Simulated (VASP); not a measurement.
# AlN (P6_3/mmc) in VASP: further runs

The runs below take AlN through single point, with PBEsol.

Program: VASP 6.6.1. These are calculated values, not measurements. Logs are shortened: lines on timing, memory, paths and dates and some standing lists are left out, and cuts for length are marked.

### Step 1. Starting point

Symmetry: P6_3/mmc, No. 194, hexagonal system. Conventional cell: a = 3.312 Å, b = 3.312 Å, c = 4.188 Å, α = 90.00°, β = 90.00°, γ = 120.00°. Around Al (site symmetry -6m2) lie 5 N at 1.91 to 2.09 Å. Around N (site symmetry -6m2) lie 5 Al at 1.91 to 2.09 Å.

Measurements of this composition are mostly on another form, of space group No. 186.

### Step 2. Single point, PBEsol

File INCAR:

```
PREC     = Accurate       # precision mode
ENCUT    = 450            # plane-wave cutoff, eV
EDIFF    = 1E-6           # SCF threshold, eV
ISMEAR   = 0              # smearing method
SIGMA    = 0.2            # smearing width, eV
LREAL    = False          # projectors in reciprocal space
LASPH    = True           # aspherical terms in the spheres
NELM     = 100            # most SCF steps
ALGO     = Normal         # electronic algorithm
ISIF     = 2              # what is computed and relaxed
LWAVE    = False          # write WAVECAR
LCHARG   = False          # write CHGCAR
GGA      = PS             # functional
ADDGRID  = False
```

File KPOINTS:

```
regular mesh
0
Gamma
  6 6 4
```

File POSCAR:

```
AlN
1.0
    3.3121157418      0.0000000000      0.0000000000
   -1.6560578709      2.8683763727      0.0000000000
    0.0000000000      0.0000000000      4.1875630000
Al N
2 2
Direct
    0.6237580000      0.3299140000      0.2556100000
    0.3117670000      0.6288490000      0.7350250000
    0.6903480000      0.3199170000      0.7468030000
    0.3351220000      0.6696830000      0.2481240000
```

Potentials or basis: VASP PAW PBE potentials, release 64 (Al, N).

Run with:

```
$ cat potpaw_PBE.64/Al/POTCAR potpaw_PBE.64/N/POTCAR > POTCAR
$ mpirun -np 1 vasp_std > vasp.out
```

OUTCAR:

```text
PREC = Accurate
   ENCUT = 450
   EDIFF = 1E-6
   ISMEAR = 0
   LREAL = False
   LASPH = True
   NELM = 100
   ISIF = 2
   GGA = PS

 Found     76 irreducible k-points:

 Following reciprocal coordinates:
            Coordinates               Weight
  0.000000  0.000000  0.000000      1.000000
  0.166667  0.000000  0.000000      2.000000
  0.000000  0.166667  0.000000      2.000000
 -0.166667  0.166667  0.000000      2.000000
  0.333333 -0.000000  0.000000      2.000000
  0.000000  0.333333  0.000000      2.000000
   k-points           NKPTS =     76   k-points in BZ     NKDIM =     76   number of bands    NBANDS=     12
   number of dos      NEDOS =    301   number of ions     NIONS =      4
   total plane-waves  NPLWV =  17280
   dimension x,y,z NGX =    24 NGY =   24 NGZ =   30
   dimension x,y,z NGXF=    48 NGYF=   48 NGZF=   60
   ions per type =               2   2
   NGX,Y,Z   is equivalent  to a cutoff of  12.05, 12.05, 11.91 a.u.
   NGXF,Y,Z  is equivalent  to a cutoff of  24.09, 24.09, 23.82 a.u.
 SYSTEM =  unknown system
   PREC   = accura    normal or accurate (medium, high low for compatibility)
   ISTART =      0    job   : 0-new  1-cont  2-samecut
   ICHARG =      2    charge: 1-file 2-atom 10-const
   ISPIN  =      1    spin polarized calculation?
   LNONCOLLINEAR =      F non collinear calculations
   LSORBIT =      F    spin-orbit coupling
   LASPH  =      T    aspherical Exc in radial PAW
   ENCUT  =  450.0 eV  33.07 Ry    5.75 a.u.   5.73  5.73  7.24*2*pi/ulx,y,z
   NELM   =    100;   NELMIN=  2; NELMDL= -5     # of ELM steps
   EDIFF  = 0.1E-05   stopping-criterion for ELM
   LREAL  =      F    real-space projection
   EDIFFG = 0.1E-04   stopping-criterion for IOM
   NSW    =      0    number of steps for IOM
   IBRION =     -1    ionic relax: 0-MD 1-quasi-New 2-CG
   NFREE  =      0    steps in history (QN), initial steepest desc. (CG)
   ISIF   =      2    stress and relaxation
   ISYM   =      2    0-nonsym 1-usesym 2-fastsym
   POTIM  = 0.5000    time-step for ionic-motion
   TEBEG  =    0.0;   TEEND  =   0.0 temperature during run
   PSTRESS=    0.0 pullay stress
   NELECT =      16.0000    total number of electrons
   NUPDOWN=      -1.0000    fix difference up-down
   EMIN   =  10.00;   EMAX   =-10.00  energy-range for DOS
   EFERMI =   0.00;   METHOD = LEGACY
   ISMEAR =     0;   SIGMA  =   0.20  broadening in eV -4-tet -1-fermi 0-gaus
   EFERMI_NEDOS =   21; number of points for ismear=-14 and -15
   IALGO  =     38    algorithm
   IMIX   =      4    mixing-type and parameters
     AMIX     =   0.40;   BMIX     =  1.00
     AMIX_MAG =   1.60;   BMIX_MAG =  1.00
  volume/ion in A,a.u.               =       9.95        67.12
  Fermi-wavevector in a.u.,A,eV,Ry     =   1.208409  2.283561 19.867927  1.460251
  Thomas-Fermi vector in A             =   2.344017
   LORBIT       =      0    0 simple, 1 ext, 2 COOP (PROOUT), +10 PAW based schemes
   GGA     = PS    functional components
   LHFCALC =     F    Hartree Fock is set to
   AEXX    =    0.0000 exact exchange contribution
   IVDW    =     0    specifies the selected vdW correction
   LEPSILON=     F    determine dielectric tensor
   LRPA    =     F    only Hartree local field effects (RPA)
 non-spin polarized calculation
 Gauss-broadening in eV      SIGMA  =   0.20
  energy-cutoff  :      450.00
  volume of cell :       39.78
 maximum number of plane-waves:       870
   NGX = 11   NGY = 11   NGZ = 15

 number of electron      16.0000000 magnetization

 Free energy of the ion-electron system (eV)
  ---------------------------------------------------
  ext. energy  EPLUGINS =         0.00000000
  ---------------------------------------------------
  free energy    TOTEN  =       -30.55084799 eV

  energy without entropy =      -30.55084799  energy(sigma->0) =      -30.55084799

 E-fermi :   8.7462     XC(G=0): -11.3507

 val. band max:        7.8502505323   @ k =   0.0000   0.0000   0.0000
 cond. band min:      10.9400524079   @ k =   0.0000   0.0000   0.0000
 fundamental gap:      3.0898018756
 Fermi energy:         8.7461837057

 k-point     1 :       0.0000    0.0000    0.0000
  band No.  band energies     occupation
      1      -8.9211      2.00000
      2      -5.2651      2.00000
      3       0.9540      2.00000
      4       4.5148      2.00000
      5       4.5592      2.00000
      6       6.0457      2.00000
      7       6.4561      2.00000
      8       7.8503      2.00000
      9      10.9401      0.00000
     10      12.1462      0.00000
     11      15.5517      0.00000
     12      16.4746      0.00000

 k-point     2 :       0.1667    0.0000    0.0000
  band No.  band energies     occupation
      1      -8.6056      2.00000
      2      -5.2731      2.00000
      3       1.2969      2.00000
      4       3.5470      2.00000
      5       4.1484      2.00000
      6       5.2885      2.00000
      7       6.3325      2.00000
      8       7.3128      2.00000
      9      12.0451      0.00000
     10      13.1921      0.00000
     11      14.9492      0.00000
     12      17.0904      0.00000

 k-point     3 :       0.0000    0.1667    0.0000
  band No.  band energies     occupation
      1      -8.6075      2.00000
      2      -5.2687      2.00000
      3       1.2940      2.00000
      4       3.5236      2.00000
      5       4.1539      2.00000
      6       5.3531      2.00000
      7       6.2751      2.00000
      8       7.3271      2.00000
      9      12.0703      0.00000
     10      13.1867      0.00000
     11      14.8428      0.00000
     12      17.1688      0.00000

 k-point     4 :      -0.1667    0.1667    0.0000
  band No.  band energies     occupation
      1      -8.6094      2.00000
      2      -5.2547      2.00000
      3       1.2901      2.00000
      4       3.4117      2.00000
      5       4.2016      2.00000
      6       5.1975      2.00000
      7       6.5289      2.00000
      8       7.3549      2.00000
      9      12.1520      0.00000
     10      13.0318      0.00000
     11      15.4476      0.00000
     12      16.5433      0.00000

 k-point     5 :       0.3333   -0.0000    0.0000
  band No.  band energies     occupation
      1      -7.7601      2.00000
      2      -5.5050      2.00000
      3       2.0534      2.00000
      4       2.2528      2.00000
      5       3.5454      2.00000
      6       4.0014      2.00000
      7       5.9637      2.00000
      8       6.3674      2.00000
      9      12.0327      0.00000
     10      14.4149      0.00000
     11      15.8542      0.00000
     12      16.1939      0.00000

 k-point     6 :       0.0000    0.3333    0.0000
  band No.  band energies     occupation
      1      -7.7720      2.00000
      2      -5.4825      2.00000
      3       1.9836      2.00000
      4       2.2356      2.00000
      5       3.5635      2.00000
      6       4.0967      2.00000
      7       6.0124      2.00000
      8       6.3005      2.00000
      9      12.0153      0.00000
     10      14.3499      0.00000
     11      15.5937      0.00000
     12      16.1533      0.00000

 [... further k-points ...]

------------------------ aborting loop because EDIFF is reached ----------------------------------------

  FORCE on cell =-STRESS in cart. coord.  units (eV):
  Direction    XX          YY          ZZ          XY          YZ          ZX
  --------------------------------------------------------------------------------------
  -------------------------------------------------------------------------------------
  Total        0.7883339     -0.7092335     -0.9133429      0.2597923      0.0788392     -0.2425674
  in kB       31.7481020    -28.5625399    -36.7825162     10.4624619      3.1750435     -9.7687727
  external PRESSURE =     -11.1989847 kB  Pullay stress =       0.0000000 kB

 VOLUME and BASIS-vectors are now :
 -----------------------------------------------------------------------------
  energy-cutoff  :      450.00
  volume of cell :       39.78
      direct lattice vectors                 reciprocal lattice vectors
     3.312115742  0.000000000  0.000000000     0.301921816  0.174314642  0.000000000
    -1.656057871  2.868376373  0.000000000     0.000000000  0.348629284  0.000000000
     0.000000000  0.000000000  4.187563000     0.000000000  0.000000000  0.238802377

 POSITION                                       TOTAL-FORCE (eV/Angst)
 -----------------------------------------------------------------------------------
      1.51960      0.94632      1.07038         2.508635     -0.441779     -0.623649
     -0.00880      1.80378      3.07796         1.606196      1.579992      0.646221
      1.75671      0.91764      3.12728        -2.645010     -0.985340     -0.043942
      0.00093      1.92090      1.03903        -1.469821     -0.152873      0.021370
 -----------------------------------------------------------------------------------
    total drift:                                0.000026      0.000330      0.000166

  FREE ENERGIE OF THE ION-ELECTRON SYSTEM (eV)
  ---------------------------------------------------
  free  energy   TOTEN  =       -30.5508479946 eV

  energy  without entropy=      -30.5508479946  energy(sigma->0) =      -30.55084799
```

It took 8.7 s on 1 thread of Intel Xeon 6975P-C (Granite Rapids), shared host; peak memory 0.15 GiB.

The run converged, but some of its settings lie outside the range that counts as converged, so its numbers aren't taken as properties of the crystal.

What came out:

* Free energy: -30.5508 eV
* Largest force: 2.823 eV/Å
* Band gap on the k mesh: 3.09 eV, direct

Caveat: the cutoff is under 1.25 times the usual one of these potentials, so pressure, stress and relaxed cells hold a basis-set (Pulay) error; the PAW data sets were made with another functional, which shifts forces and pressure a little.

### Step 3. Single point, PBEsol

Changes to INCAR since step 2:

```diff
@@ -4,3 +4,3 @@
 ISMEAR   = 0              # smearing method
-SIGMA    = 0.2            # smearing width, eV
+SIGMA    = 0.1            # smearing width, eV
 LREAL    = False          # projectors in reciprocal space
```

KPOINTS is that of step 2.

File POSCAR:

```
AlN
1.0
    3.3121157418      0.0000000000      0.0000000000
   -1.6560578709      2.8683763727      0.0000000000
    0.0000000000      0.0000000000      4.1875630000
Al N
2 2
Direct
    0.6666666667      0.3333333333      0.2500000000
    0.3333333333      0.6666666667      0.7500000000
    0.6666666667      0.3333333333      0.7500000000
    0.3333333333      0.6666666667      0.2500000000
```

Potentials or basis: VASP PAW PBE potentials, release 64 (Al, N).

Run with:

```
$ cat potpaw_PBE.64/Al/POTCAR potpaw_PBE.64/N/POTCAR > POTCAR
$ mpirun -np 1 vasp_std > vasp.out
```

OUTCAR:

```text
PREC = Accurate
   ENCUT = 450
   EDIFF = 1E-6
   ISMEAR = 0
   LREAL = False
   LASPH = True
   NELM = 100
   ISIF = 2
   GGA = PS

 Found     21 irreducible k-points:

 Following reciprocal coordinates:
            Coordinates               Weight
  0.000000  0.000000  0.000000      1.000000
  0.166667  0.000000  0.000000      6.000000
  0.333333 -0.000000  0.000000      6.000000
  0.500000  0.000000  0.000000      3.000000
  0.166667  0.166667  0.000000      6.000000
  0.333333  0.166667  0.000000     12.000000
   k-points           NKPTS =     21   k-points in BZ     NKDIM =     21   number of bands    NBANDS=     12
   number of dos      NEDOS =    301   number of ions     NIONS =      4
   total plane-waves  NPLWV =  17280
   dimension x,y,z NGX =    24 NGY =   24 NGZ =   30
   dimension x,y,z NGXF=    48 NGYF=   48 NGZF=   60
   ions per type =               2   2
   NGX,Y,Z   is equivalent  to a cutoff of  12.05, 12.05, 11.91 a.u.
   NGXF,Y,Z  is equivalent  to a cutoff of  24.09, 24.09, 23.82 a.u.
 SYSTEM =  unknown system
   PREC   = accura    normal or accurate (medium, high low for compatibility)
   ISTART =      0    job   : 0-new  1-cont  2-samecut
   ICHARG =      2    charge: 1-file 2-atom 10-const
   ISPIN  =      1    spin polarized calculation?
   LNONCOLLINEAR =      F non collinear calculations
   LSORBIT =      F    spin-orbit coupling
   LASPH  =      T    aspherical Exc in radial PAW
   ENCUT  =  450.0 eV  33.07 Ry    5.75 a.u.   5.73  5.73  7.24*2*pi/ulx,y,z
   NELM   =    100;   NELMIN=  2; NELMDL= -5     # of ELM steps
   EDIFF  = 0.1E-05   stopping-criterion for ELM
   LREAL  =      F    real-space projection
   EDIFFG = 0.1E-04   stopping-criterion for IOM
   NSW    =      0    number of steps for IOM
   IBRION =     -1    ionic relax: 0-MD 1-quasi-New 2-CG
   NFREE  =      0    steps in history (QN), initial steepest desc. (CG)
   ISIF   =      2    stress and relaxation
   ISYM   =      2    0-nonsym 1-usesym 2-fastsym
   POTIM  = 0.5000    time-step for ionic-motion
   TEBEG  =    0.0;   TEEND  =   0.0 temperature during run
   PSTRESS=    0.0 pullay stress
   NELECT =      16.0000    total number of electrons
   NUPDOWN=      -1.0000    fix difference up-down
   EMIN   =  10.00;   EMAX   =-10.00  energy-range for DOS
   EFERMI =   0.00;   METHOD = LEGACY
[... 22 lines left out ...]
   NGX = 11   NGY = 11   NGZ = 15

 number of electron      15.9999997 magnetization

 Free energy of the ion-electron system (eV)
  ---------------------------------------------------
  ext. energy  EPLUGINS =         0.00000000
  ---------------------------------------------------
  free energy    TOTEN  =       -30.94272735 eV

  energy without entropy =      -30.94272735  energy(sigma->0) =      -30.94272735

 E-fermi :   8.3556     XC(G=0): -11.3531

 val. band max:        7.8629865261   @ k =   0.0000   0.0000   0.0000
 cond. band min:      11.0477226984   @ k =   0.0000   0.0000   0.0000
 fundamental gap:      3.1847361723
 Fermi energy:         8.3555679892

 k-point     1 :       0.0000    0.0000    0.0000
  band No.  band energies     occupation
      1      -8.9056      2.00000
      2      -5.2325      2.00000
      3       0.9378      2.00000
      4       4.5772      2.00000
      5       4.5772      2.00000
      6       6.2451      2.00000
      7       6.2451      2.00000
      8       7.8630      2.00000
      9      11.0477      0.00000
     10      12.1996      0.00000
     11      15.9946      0.00000
     12      15.9946      0.00000
[... 61 lines left out ...]
 k-point     6 :       0.3333    0.1667    0.0000
  band No.  band energies     occupation
      1      -7.0978      2.00000
      2      -5.7688      2.00000
      3       1.4700      2.00000
      4       2.9369      2.00000
      5       3.0162      2.00000
      6       3.8904      2.00000
      7       5.1194      2.00000
      8       5.8725      2.00000
      9      12.8194      0.00000
     10      13.8357      0.00000
     11      15.7018      0.00000
     12      16.3117      0.00000

 [... further k-points ...]

------------------------ aborting loop because EDIFF is reached ----------------------------------------

  FORCE on cell =-STRESS in cart. coord.  units (eV):
  Direction    XX          YY          ZZ          XY          YZ          ZX
  --------------------------------------------------------------------------------------
  -------------------------------------------------------------------------------------
  Total       -1.0208147     -1.0208147     -1.2793305      0.0000000      0.0000000      0.0000000
  in kB      -41.1106661    -41.1106661    -51.5217205      0.0000000      0.0000000      0.0000000
  external PRESSURE =     -44.5810176 kB  Pullay stress =       0.0000000 kB

 VOLUME and BASIS-vectors are now :
 -----------------------------------------------------------------------------
  energy-cutoff  :      450.00
  volume of cell :       39.78
      direct lattice vectors                 reciprocal lattice vectors
     3.312115742  0.000000000  0.000000000     0.301921816  0.174314642  0.000000000
    -1.656057871  2.868376373  0.000000000     0.000000000  0.348629284  0.000000000
     0.000000000  0.000000000  4.187563000     0.000000000  0.000000000  0.238802377

 POSITION                                       TOTAL-FORCE (eV/Angst)
 -----------------------------------------------------------------------------------
      1.65606      0.95613      1.04689        -0.000000      0.000000      0.000000
     -0.00000      1.91225      3.14067         0.000000     -0.000000      0.000000
      1.65606      0.95613      3.14067        -0.000000      0.000000      0.000000
     -0.00000      1.91225      1.04689         0.000000     -0.000000      0.000000
 -----------------------------------------------------------------------------------
    total drift:                               -0.000000     -0.000000     -0.000000

  FREE ENERGIE OF THE ION-ELECTRON SYSTEM (eV)
  ---------------------------------------------------
  free  energy   TOTEN  =       -30.9427273534 eV

  energy  without entropy=      -30.9427273534  energy(sigma->0) =      -30.94272735
```

OSZICAR:

```text
N       E                     dE             d eps       ncg     rms          rms(c)
DAV:   1     0.468210838421E+02    0.46821E+02   -0.71524E+03   504   0.107E+03
DAV:   2    -0.313727237912E+02   -0.78194E+02   -0.72418E+02   744   0.204E+02
DAV:   3    -0.351026217151E+02   -0.37299E+01   -0.37132E+01   660   0.500E+01
DAV:   4    -0.351327724052E+02   -0.30151E-01   -0.30145E-01   604   0.518E+00
DAV:   5    -0.351332113568E+02   -0.43895E-03   -0.43894E-03   628   0.638E-01    0.112E+01
DAV:   6    -0.310306610739E+02    0.41026E+01   -0.14126E+01   600   0.276E+01    0.409E+00
DAV:   7    -0.309809465461E+02    0.49715E-01   -0.54003E-01   556   0.561E+00    0.277E+00
DAV:   8    -0.309463054551E+02    0.34641E-01   -0.75478E-02   556   0.264E+00    0.504E-01
DAV:   9    -0.309425232601E+02    0.37822E-02   -0.14488E-02   628   0.910E-01    0.254E-01
DAV:  10    -0.309427837841E+02   -0.26052E-03   -0.12281E-03   564   0.272E-01    0.165E-01
DAV:  11    -0.309427277724E+02    0.56012E-04   -0.14364E-04   592   0.927E-02    0.341E-02
DAV:  12    -0.309427273534E+02    0.41898E-06   -0.25512E-06   524   0.160E-02
   1 F= -.30942727E+02 E0= -.30942727E+02  d E =-.113630E-13
```

stdout:

```text
POSCAR found type information on POSCAR AlN
 POSCAR found :  2 types and       4 ions
 scaLAPACK will be used
 -----------------------------------------------------------------------------
|                                                                             |
|                                                                             |
|     You enforced a specific xc type in the INCAR file but a different       |
|     I HOPE YOU KNOW WHAT YOU ARE DOING!                                     |
|                                                                             |
 -----------------------------------------------------------------------------

 LDA part: xc-table for (Slater+PW92), standard interpolation
 POSCAR, INCAR and KPOINTS ok, starting setup
 FFT: planning ... GRIDC
 FFT: planning ... GRID_SOFT
 FFT: planning ... GRID
 WAVECAR not read
 entering main loop
```

It took 3.5 s on 1 thread of Intel Xeon 6975P-C (Granite Rapids), shared host; peak memory 0.13 GiB.

The run converged, but some of its settings lie outside the range that counts as converged, so its numbers aren't taken as properties of the crystal.

Results:

- Free energy: -30.9427 eV
- Band gap on the k mesh: 3.18 eV, direct

Caveat: the cutoff is under 1.25 times the usual one of these potentials, so pressure, stress and relaxed cells hold a basis-set (Pulay) error; the PAW data sets were made with another functional, which shifts forces and pressure a little.
